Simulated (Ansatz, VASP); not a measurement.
## SiGe: VASP beside Ansatz

```
Si Ge
1.0
     4.01053    0.00000    0.00000
    -2.00527    3.47322    0.00000
     0.00000    0.00000    6.09499
Si Ge
2 2
Direct
  0.66667 0.33333 0.87455
  0.33333 0.66667 0.37455
  0.66667 0.33333 0.50045
  0.33333 0.66667 0.00045
```

Alike in both runs: task single point; functional PBEsol; k mesh 12 × 12 × 6; occupations gaussian, width 0.03 eV; no spin polarisation.

|  | VASP | Ansatz |
| --- | --- | --- |
| version | VASP 6.6.1 | Ansatz 0.2.0 |
| potentials or method | VASP PAW PBE potentials, release 64 (Si, Ge_d) | scalar-relativistic, plane waves, PAW |
| plane-wave cutoff (eV) | 520 | 420 |
| valence electrons in the cell | 36 | 36 |

VASP gave:

* gap on the k mesh at the Fermi level (eV): none
* pressure (GPa): 1.0
* largest component of the traceless stress (GPa): 12.76
* rms of the force components (eV/Å): 0.628

Question: Which values does Ansatz return?

Answer: gap on the k mesh at the Fermi level (eV): none; pressure (GPa): 1.1; largest component of the traceless stress (GPa): 12.74; rms of the force components (eV/Å): 0.631.

Atom by atom the forces differ by 0.002 eV/Å (rms over components). A gap of «none» marks a metal or a gap that the smearing closes. The functional is the same, so the differences come from potentials, cutoffs and numerics.

Caveats: the PAW data sets were made with another functional, which shifts forces and pressure a little (VASP).
